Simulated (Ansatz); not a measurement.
Method: DFT PBEsol, scalar-relativistic, plane waves, PAW in Ansatz 0.2.0.

Plane waves to 420 eV, a k mesh through Γ of 10×10×4 on the computed 4-atom cell and Gaussian smearing (0.02 eV); no spin polarisation.

Structure with the computed forces (eV/Å) in the last three columns:

```xyz
4
Lattice="2.7252 -1.5541 -0.0877 2.7252 1.5541 -0.0877 -1.7492 0.0000 7.3414" Properties=species:S:1:pos:R:3:forces:R:3 pbc="T T T" pressure_GPa=-3.19
F     0.0853    0.0000    0.7234   -0.1840    0.0000   -1.7040
F     3.6160    0.0000    6.4426    0.1840    0.0000    1.7040
F     1.7361    0.0000    4.2923    0.1980    0.0000   -1.1680
F     1.9652    0.0000    2.8737   -0.1980    0.0000    1.1680
```

Stress tensor (GPa, compression positive):

```
  0.50   0.00  -0.06
  0.00   0.82   0.00
 -0.06   0.00 -10.91
```

The cell holds molecules, and where no dispersion correction was added their binding is poorly described.